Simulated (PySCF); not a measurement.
A mixed set of molecules.

All values: PBE0/def2-SVPD (PySCF) at GFN2-xTB geometries, gas phase, one conformer each. Core orbitals are frozen in the response; Δα² is half the sum of the squared differences of the principal polarisabilities.

Question: Rank by polarisability anisotropy Δα, lowest first.
A. `F/C=C\F`
B. `[CH2:1]=[CH:2][CH2:3][CH:4]([O:5][CH3:6])[O:7][CH3:8]` with C1–C2–C3–C4 118°, C2–C3–C4–O5 -168°, C3–C4–O5–C6 88°, C3–C4–O7–C8 -174°
C. `[CH3:1][O:2][CH2:3][CH2:4][O:5][CH:6]1[CH2:7][CH2:8]1` with C1–O2–C3–C4 174°, O2–C3–C4–O5 -85°, C3–C4–O5–C6 63°, C4–O5–C6–C7 -103°
D. `[CH3:1][CH2:2][CH2:3][SH:4]` with C1–C2–C3–S4 -179°, C2–C3–S4–H -61°
E. `[CH:1]#[C:2][C:3]#[C:4][CH2:5][S:6](=[O:7])(=[O:8])[OH:9]` with C4–C5–S6–O7 -57°, C5–S6–O9–H 119°

Answer: A (1.96 Å³), C (2.60 Å³), D (2.99 Å³), B (3.61 Å³), E (13.00 Å³).

Question: Rank by HOMO energy, highest first.
A. `C=CCC(OC)OC` (C6H12O2)
B. `F/C=C\F` (C2H2F2)
C. `CCCS` (C3H8S)
D. `C(=O)NCC` (C3H7NO)

Answer: C (-6.77 eV), A (-7.31 eV), D (-7.52 eV), B (-7.79 eV).

All values together:

```csv
SMILES,formula,μ (D),HOMO (eV),LUMO (eV),α (Å³),Δα (Å³),electrons,α per electron (Å³)
F/C=C\F,C2H2F2,2.30,-7.79,0.24,4.07,1.96,32,0.127
CC(=O)OC(C)(C)C,C6H12O2,2.00,-7.74,0.35,11.83,2.47,64,0.185
COCCOC1CC1,C6H12O2,1.70,-6.81,0.74,11.91,2.60,64,0.186
C#CC#CCS(=O)(=O)O,C5H4O3S,3.40,-7.74,-1.35,14.03,13.00,74,0.190
CCCS,C3H8S,1.86,-6.77,0.25,8.95,2.99,42,0.213
CCNC=O,C3H7NO,4.02,-7.52,0.44,7.46,2.58,40,0.186
C=CCC(OC)OC,C6H12O2,1.78,-7.31,0.31,12.51,3.61,64,0.195
CCC[C@@H](C=O)OC,C6H12O2,1.82,-7.29,-1.04,12.03,2.97,64,0.188
```

Conformers: `[CH3:1][C:2](=[O:3])[O:4][C:5]([CH3:6])([CH3:7])[CH3:8]` with C1–C2–O4–C5 -179°; `[CH3:1][O:2][CH2:3][CH2:4][O:5][CH:6]1[CH2:7][CH2:8]1` with C1–O2–C3–C4 174°, O2–C3–C4–O5 -85°, C3–C4–O5–C6 63°, C4–O5–C6–C7 -103°; `[CH:1]#[C:2][C:3]#[C:4][CH2:5][S:6](=[O:7])(=[O:8])[OH:9]` with C4–C5–S6–O7 -57°, C5–S6–O9–H 119°; `[CH3:1][CH2:2][CH2:3][SH:4]` with C1–C2–C3–S4 -179°, C2–C3–S4–H -61°; `[CH3:1][CH2:2][NH:3][CH:4]=[O:5]` with C1–C2–N3–C4 115°, C2–N3–C4–O5 3°; `[CH2:1]=[CH:2][CH2:3][CH:4]([O:5][CH3:6])[O:7][CH3:8]` with C1–C2–C3–C4 118°, C2–C3–C4–O5 -168°, C3–C4–O5–C6 88°, C3–C4–O7–C8 -174°; `[CH3:1][CH2:2][CH2:3][C@@H:4]([CH:5]=[O:6])[O:7][CH3:8]` with C1–C2–C3–C4 -178°, C2–C3–C4–C5 74°, C3–C4–C5–O6 -86°, C3–C4–O7–C8 169°.

Question: How closely does the mean polarisability follow the number of electrons in this set?

Answer: The correlation coefficient is 0.97; α per electron runs from 0.127 to 0.213 Å³.
